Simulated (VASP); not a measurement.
An input for Quantum ESPRESSO's pw.x (written as the equivalent of a VASP run, and not itself run):

```
&CONTROL
  calculation = 'vc-relax'
  pseudo_dir = './pseudo'
  outdir = './out'
  tprnfor = .true.
  tstress = .true.
  nstep = 60
  forc_conv_thr = 0.00078
/
&SYSTEM
  ibrav = 0
  nat = 15
  ntyp = 2
  ecutwfc = 82.3
  occupations = 'smearing'
  smearing = 'methfessel-paxton'
  degauss = 0.00735
  input_dft = 'vdw-df-obk8'
/
&ELECTRONS
  conv_thr = 7.3e-08
  electron_maxstep = 100
/
&IONS
/
&CELL
/
ATOMIC_SPECIES
  Sb 121.760 Sb.upf
  Te 127.600 Te.upf
CELL_PARAMETERS angstrom
     4.3499011   -0.0000000   -0.0000000
    -2.1749506    3.7671247    0.0000000
     0.0000000    0.0000000   30.7086286
ATOMIC_POSITIONS crystal
  Sb   0.3333330  0.6666670  0.0647823
  Sb   0.3333330  0.6666670  0.2685517
  Sb   0.0000000  0.0000000  0.3981153
  Sb   0.0000000  0.0000000  0.6018847
  Sb   0.6666670  0.3333330  0.7314483
  Sb   0.6666670  0.3333330  0.9352177
  Te   0.0000000  0.0000000  0.0000000
  Te   0.0000000  0.0000000  0.2122467
  Te   0.6666670  0.3333330  0.1210863
  Te   0.6666670  0.3333330  0.3333330
  Te   0.6666670  0.3333330  0.5455797
  Te   0.3333330  0.6666670  0.4544203
  Te   0.3333330  0.6666670  0.6666670
  Te   0.3333330  0.6666670  0.8789137
  Te   1.0000000  0.0000000  0.7877533
K_POINTS automatic
  7 7 1 0 0 0
```

**Question.** Translate this input to VASP (INCAR, KPOINTS, POSCAR, choice of POTCAR).

**Answer.** Several could match; the one computed here: 
File POSCAR:
```
Sb2Te3
1
    4.3499011357    -0.0000000000    -0.0000000000
   -2.1749505679     3.7671246534     0.0000000000
    0.0000000000     0.0000000000    30.7086285619
Sb Te
6 9
Direct
  0.3333330000   0.6666670000   0.0647822751
  0.3333330000   0.6666670000   0.2685517249
  0.0000000000   0.0000000000   0.3981152751
  0.0000000000   0.0000000000   0.6018847249
  0.6666670000   0.3333330000   0.7314482751
  0.6666670000   0.3333330000   0.9352177249
  0.0000000000   0.0000000000   0.0000000000
  0.0000000000   0.0000000000   0.2122466520
  0.6666670000   0.3333330000   0.1210863480
  0.6666670000   0.3333330000   0.3333330000
  0.6666670000   0.3333330000   0.5455796520
  0.3333330000   0.6666670000   0.4544203480
  0.3333330000   0.6666670000   0.6666670000
  0.3333330000   0.6666670000   0.8789136520
  1.0000000000   0.0000000000   0.7877533480
```

### INCAR
```
! general
SYSTEM  =Sb2Te3
PREC    =Accurate
ENCUT   =480
LREAL   =Auto   ! projection in real space or not
LASPH   =.True.   ! aspherical one-centre terms

! electronic loop
EDIFF   =1E-6   ! SCF stop (eV)
NELM    =100   ! most electronic steps
ALGO    =Normal   ! blocked Davidson
LMAXMIX =4   ! l cut-off of mixed one-centre charges

! smearing
ISMEAR  =1   ! Methfessel-Paxton
SIGMA   =0.1

! functional
GGA     =BO
LUSE_VDW=.True.
AGGAC   =0.0
PARAM1  =0.1833333333
PARAM2  =0.22

! ions
IBRION  =2   ! conjugate gradients
NSW     =60   ! most ionic steps
ISIF    =3   ! ions, shape and volume
EDIFFG  =-0.02

! output
LWAVE   =.False.
LCHARG  =.False.
```

### KPOINTS
```
Regular mesh
0
gamma
7 7 1
```

POTCAR, in this order: Sb Te (PBE.64 set). Program: vasp_std.

What does not carry over: the potentials are each code's own (VASP's PAW set, PseudoDojo norm-conserving files in pw.x), so ENCUT and ecutwfc are chosen apart and not converted; conv_thr bounds pw.x's estimated SCF error, while EDIFF bounds the energy change between steps; forc_conv_thr acts on force components and is met together with etot_conv_thr.

The compound is Sb2Te3 in the tetradymite structure. This run relaxes it. Symmetry was kept, so distortions that lower it aren't found. The start is the result of an earlier pass.
